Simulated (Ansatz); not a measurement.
**ZnS under changes of volume**

One of the cells (19.727 Å³/atom); the others are scaled copies at fixed shape and fractional positions:

```
Zn S
1.0
     0.00000    2.70200    2.70200
     2.70200    0.00000    2.70200
     2.70200    2.70200    0.00000
Zn S
1 1
Direct
  0.75000 0.75000 0.75000
  0.00000 0.00000 0.00000
```

| Item | Value |
| --- | --- |
| Program | Ansatz 0.2.0 |
| Functional | r2SCAN |
| Potentials or basis | Ansatz PAW |
| Cutoff | 500 eV (not typed: the program's choice for these potentials) |
| k mesh | 9 × 9 × 9 |
| Occupations | fermi-dirac, width 0.05 eV |
| Spin | no spin polarisation |

```csv
volume (Å³/atom),energy over the lowest point (meV/atom),pressure (GPa),gap on the mesh (eV)
18.543,14.05,4.7,2.95
18.938,4.89,2.7,2.85
19.332,0.36,1.0,2.76
19.727,0.00,-0.6,2.66
20.121,?,?,?
20.516,10.12,-3.4,2.49
20.910,19.87,-4.5,2.40
```

Task: What does the run at 20.121 Å³/atom give?

Result: Energy over the lowest point 3.38 meV/atom; pressure -2.1 GPa; gap on the mesh 2.57 eV.

Worked out: A Birch-Murnaghan fit of order 3 (a polynomial in V^(-2/3)) to the other rows has its minimum at 19.56 Å³/atom with B0 = V·E''(V) = 79 GPa and B' = 4.3. It gives 3.37 meV/atom at 20.121 Å³/atom, against the run's 3.38, and -dE/dV = -2.1 GPa, against -2.1. A straight line through the other rows of the gap, of slope -4.56 eV per unit of ln V (its deformation potential), gives 2.58 eV, against the run's 2.57.

Energies are extrapolated to zero smearing.

Caveats: odd divisions of the mesh miss points on the zone boundary, where band edges often lie, so the gap on the mesh can be too wide; the PAW data sets come from PBE, with cores solved anew for the run's functional, which leaves a small shift of forces and pressure.
